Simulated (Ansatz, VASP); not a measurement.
# One calculation of BN, two programs

```
CELL_PARAMETERS angstrom
0.00000 1.71019 1.71019
1.71019 0.00000 1.71019
1.71019 1.71019 0.00000
ATOMIC_POSITIONS crystal
B 0.00000 0.00000 0.00000
N 0.50000 0.50000 0.50000
```

Alike in both runs: task single point; functional r2SCAN; k mesh 10 × 10 × 10; no spin polarisation.

|  | VASP | Ansatz |
| --- | --- | --- |
| version | VASP 6.6.1 | Ansatz 0.2.0 |
| potentials or method | VASP PAW PBE potentials, release 64 (B, N) | plane waves, PAW |
| plane-wave cutoff (eV) | 520 | 500 |
| occupations | gaussian, width 0.01 eV | fixed |
| valence electrons in the cell | 8 | 8 |

VASP gave:

- gap on the k mesh at the Fermi level (eV): 1.98

Task: Which values does Ansatz return?

Result: gap on the k mesh at the Fermi level (eV): 1.99.

 A k mesh can miss the band edges. r2SCAN opens gaps a little over a GGA but as a rule still falls short of measured ones.
